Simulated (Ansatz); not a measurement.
The system is Sn.

```
CELL_PARAMETERS angstrom
-2.94014 2.94014 1.59930
2.94014 -2.94014 1.59930
2.94014 2.94014 -1.59930
ATOMIC_POSITIONS crystal
Sn 0.00000 0.00000 0.00000
Sn 0.75000 0.25000 0.50000
```

```yaml
Program: Ansatz 0.2.0
Task: relaxation of cell and atoms
Functional: HF
Potentials_or_basis: Ansatz PAW
Cutoff: "420 eV (not typed: the program's choice for these potentials)"
k_mesh: 5 × 5 × 5
Occupations: gaussian, width 0.05 eV
Spin: no spin polarisation
```

At the start: volume 27.65 Å³/atom.

Q: Where does the relaxation end?

A: It ends after 6 steps and the volume is 29.17 Å³/atom (+5.5 %); space group I4_1/amd (No. 141, to 0.05 Å).

Step by step:
```csv
step,energy change (eV),largest force (eV/Å),volume (Å³)
1,0.0000,0.0000,55.30
2,-0.0392,0.0000,60.23
3,-0.0532,0.0000,58.70
4,-0.0537,0.0000,58.32
5,-0.0537,0.0000,58.34
6,-0.0548,0.0000,58.34
```

Final structure:
```xyz
2
Lattice="-3.0328 3.0328 1.5857 3.0328 -3.0328 1.5857 3.0328 3.0328 -1.5857" Properties=species:S:1:pos:R:3 pbc="T T T"
Sn    0.0000    0.0000    0.0000
Sn    0.0000    3.0328    0.7928
```

Caveat: the k mesh is coarse (spacing up to 0.45 Å⁻¹), so the values aren't converged, least of all with exact exchange; the plane-wave basis is chosen anew once the cell has moved, so the energies of steps on either side of that aren't comparable; the PAW data sets come from PBE, with cores solved anew for the run's functional, which leaves a small shift of forces and pressure.
